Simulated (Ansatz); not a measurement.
# Ta2N, space group P-3m1: a frozen displacement of one atom

With Ansatz's Python interface.

Typed at the interpreter:
```pycon
>>> from dataclasses import dataclass
>>> import warnings
>>> import ansatz as az
>>> import numpy as np
>>> @dataclass(frozen=True)
... class Options:
...     mesh: tuple[int, ...] = (12, 12, 7)
...     smearing: str = 'cold'
...
>>> opts = Options()
>>> warnings.simplefilter('ignore', az.DeckWarning)
>>> lattice = az.Lattice.of(
...     (3.112862, 0.0, 0.0),
...     (-1.556431, 2.695817, 0.0),
...     (0.0, 0.0, 4.869841),
... )
>>> sites = [
...     ('Ta', (2 / 3, 1 / 3, 0.745289)),
...     ('Ta', (1 / 3, 2 / 3, 0.254711)),
...     ('N', (0.0, 0.0, 0.0)),
... ]
>>> ta2n = az.Crystal(lattice=lattice)
>>> for symbol, position in sites:
...     ta2n = ta2n.atom(symbol, position)
...
>>> inverse = np.linalg.inv(np.array(ta2n.lattice.vectors))
>>> home = np.array(ta2n.sites[2].position)
>>> values = np.linspace(-0.1, 0.1, 5)
>>> energies, pulls = [], []
>>> for shift in values:
...     moved = ta2n.move(2, to=home + shift * inverse[0])
...     calc = (
...         moved.calculation()
...         .functional(az.Functional.PBE)
...         .kpoints(mesh=opts.mesh)
...         .basis(41 * az.Ry)
...         .occupations(opts.smearing)
...         .forces()
...     )
...     rep = calc.run(threads=1, backend='cpu').report
...     energies.append(rep['free_energy_ev'])
...     pulls.append(rep['forces_ev_ang'][2][0])
...
>>> # the force is minus the slope of the free energy
>>> print('shift (A)   dE (eV)   force along x (eV/A)')
shift (A)   dE (eV)   force along x (eV/A)
>>> for shift, e, f in zip(values, energies, pulls):
...     print(f'{shift:8.3f} {e - energies[2]:10.5f} {f:12.4f}')
...
  -0.100    0.06268       1.2573
  -0.050    0.01564       0.6260
   0.000    0.00000       0.0000
   0.050    0.01564      -0.6260
   0.100    0.06268      -1.2573
>>> print(f'stiffness from energies {2 * np.polyfit(values, energies, 2)[0]:.3f}, from forces {-np.polyfit(values, pulls, 1)[0]:.3f} eV/A^2')
stiffness from energies 12.538, from forces 12.563 eV/A^2
```

The curvature of the energy gives 12.538 eV/Å² and the slope of the force 12.563 eV/Å², a positive curvature.

Spin is left out of this run. In a metal a curvature from energy changes of a few meV or less hangs on mesh and smearing, in size and even in sign. Spin-orbit coupling, which matters for elements this heavy, is left out. The structure comes from a database of computed cells and needn't be a stable or known phase. All periodic images of the atom move with it, so the curvature is one diagonal element of the zone-centre force constants and no normal mode; a positive value doesn't exclude soft modes in which several atoms move. Timing: 110 s on 1 thread of Arm Neoverse V1, on a shared host, peak memory 0.65 GiB.
